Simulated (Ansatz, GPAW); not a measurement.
Given: the input of a run of GPAW 26.7.0 (ASE script) on Si. Atoms were shifted at random by some hundredths of an Å from the given cell, which wasn't relaxed again for these runs. This isn't the form of Si at room conditions, which is diamond.

The input run.py:

```python
from ase import Atoms
from ase.dft.bandgap import bandgap
from ase.io import write
from ase.units import GPa
from gpaw import GPAW, PW, setup_paths

setup_paths.insert(0, '.')

atoms = Atoms(['Si', 'Si', 'Si', 'Si'],
              cell=[[3.8313174605, 0.0, 0.0],
                    [-1.9156587303, 3.3180182508, 0.0],
                    [0.0, 0.0, 6.3326220002]],
              scaled_positions=[[0.662409, 0.333713, 0.940325],
                                [0.334686, 0.658685, 0.434314],
                                [0.674367, 0.345422, 0.562186],
                                [0.314249, 0.647393, 0.058825]],
              pbc=True)

calc = GPAW(mode=PW(600),
            xc='PBEsol',
            kpts={'size': (8, 8, 4), 'gamma': True},
            occupations={'name': 'fermi-dirac', 'width': 0.05},
            nbands=18,
            convergence={'density': 1e-05, 'energy': 1e-05},
            maxiter=150,
            txt='gpaw.txt')
atoms.calc = calc
energy = atoms.get_potential_energy()
forces = atoms.get_forces()
stress = atoms.get_stress()
calc.write('gs.gpw')
write('result.traj', atoms)
print(f'Energy: {energy:.6f} eV')
print('Forces (eV/A):')
print(forces.round(4))
print('Stress (GPa):', (stress / GPa).round(3))
print('Fermi level:', round(calc.get_fermi_level(), 4), 'eV')
print(f'Gap: {bandgap(calc)[0]:.4f} eV, direct: {bandgap(calc, direct=True)[0]:.4f} eV')
```

Potentials or basis: PAW data sets generated in the run's folder for this functional, pw.

Run with:

```bash
$ gpaw-setup -f PBEsol Si
$ OMP_NUM_THREADS=1 python run.py
```

Q: What does the same run look like in Ansatz 0.2.0? Potentials or basis there: all-electron LAPW, scalar-relativistic.

A: As run (cutoffs and basis follow the program's own potentials, and thresholds, step limits or extra output files can differ):

The input input.yaml:

```yaml
crystal:
  lattice:
    - [3.8313174605, 0.0, 0.0]
    - [-1.9156587303, 3.3180182508, 0.0]
    - [0.0, 0.0, 6.3326220002]
  atoms:
    - { symbol: Si, position: [0.662409, 0.333713, 0.940325] }
    - { symbol: Si, position: [0.334686, 0.658685, 0.434314] }
    - { symbol: Si, position: [0.674367, 0.345422, 0.562186] }
    - { symbol: Si, position: [0.314249, 0.647393, 0.058825] }
kpoints:
  mp_grid: { grid: [8, 8, 4] }
scf:
  occupations: { method: fermi_dirac, width: 0.05 }
hamiltonian:
  xc: pbesol
  pseudopotentials: { kind: all_electron, lapw: { basis_error: 0.001 } }
output:
  forces: true
  stress: true
  eigenvalues: true
  populations: true
```

Potentials or basis: all-electron LAPW, scalar-relativistic.

Command:

```console
$ ansatz run input.yaml --threads 2 --pin off --max-ram 8192MiB --backend cpu --events-out ev --progress --plain --runs-dir out
```

Both were run:

|  | GPAW | Ansatz |
| --- | --- | --- |
| Pressure | 0.0 GPa | -0.3 GPa |
| Largest force | 0.977 eV/Å | 0.968 eV/Å |

Where Ansatz's input types no cutoff or centring, it takes its own default and a Γ-centred mesh.

Pressure is positive in compression.
